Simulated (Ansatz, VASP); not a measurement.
# BN in VASP and in Ansatz

The input INCAR:

```
SYSTEM = BN
ALGO = Normal
EDIFF = 1E-7
ENCUT = 520
GGA = PS
ISIF = 2
ISMEAR = 0
LASPH = .True.
LCHARG = .False.
LREAL = .False.
LWAVE = .False.
NBANDS = 16
NELM = 60
PREC = Accurate
SIGMA = 0.05
```

File KPOINTS:

```
k-points
0
Gamma
  12 12 6
  0 0 0
```

POSCAR

```
BN
1.0
    2.5539396017      0.0000000000      0.0000000000
   -1.2769698009      2.2117765748      0.0000000000
    0.0000000000      0.0000000000      4.2268550000
B N
2 2
Direct
    0.6666666667      0.3333333333      0.9997240000
    0.3333333333      0.6666666667      0.4997240000
    0.6666666667      0.3333333333      0.5720449334
    0.3333333333      0.6666666667      0.0720449334
```

Input for Ansatz:

```yaml
crystal:
  lattice:
    - [2.5539396017, 0.0, 0.0]
    - [-1.2769698009, 2.2117765748, 0.0]
    - [0.0, 0.0, 4.226855]
  atoms:
    - { symbol: B, position: [0.6666666667, 0.3333333333, 0.999724] }
    - { symbol: B, position: [0.3333333333, 0.6666666667, 0.499724] }
    - { symbol: "N", position: [0.6666666667, 0.3333333333, 0.5720449334] }
    - { symbol: "N", position: [0.3333333333, 0.6666666667, 0.0720449334] }
basis:
  ecutwfc: 420
kpoints:
  mp_grid: { grid: [12, 12, 6] }
hamiltonian:
  xc: pbesol
scf:
  occupations: { method: gaussian, width: 0.05 }
output:
  forces: true
  stress: true
  eigenvalues: true
```

Change from the starting cell: all N atoms moved -0.225 Å, as atom 3 along Cartesian [0 0 1].

Alike in both runs: task single point; functional PBEsol; k mesh 12 × 12 × 6; occupations gaussian, width 0.05 eV; no spin polarisation.

|  | VASP | Ansatz |
| --- | --- | --- |
| version | VASP 6.6.1 | Ansatz 0.2.0 |
| potentials or method | VASP PAW PBE potentials, release 64 (B, N) | scalar-relativistic, plane waves, PAW |
| plane-wave cutoff (eV) | 520 | 420 |
| valence electrons in the cell | 16 | 16 |

```csv
,VASP,Ansatz,Ansatz less VASP
gap on the k mesh at the Fermi level (eV),4.31,4.31,+0.007
least direct gap on the mesh (eV),6.58,6.58,-0.005
pressure (GPa),6.3,5.8,-0.53
largest component of the traceless stress (GPa),12.88,13.45,+0.575
rms of the force components (eV/Å),1.488,1.479,-0.0088
```

Atom by atom the forces differ by 0.009 eV/Å (rms over components). With one functional, cell and mesh, what is left measures potentials, basis and numerics.

Caveats: the PAW data sets were made with another functional, which shifts forces and pressure a little (VASP). A k mesh can miss the band edges.
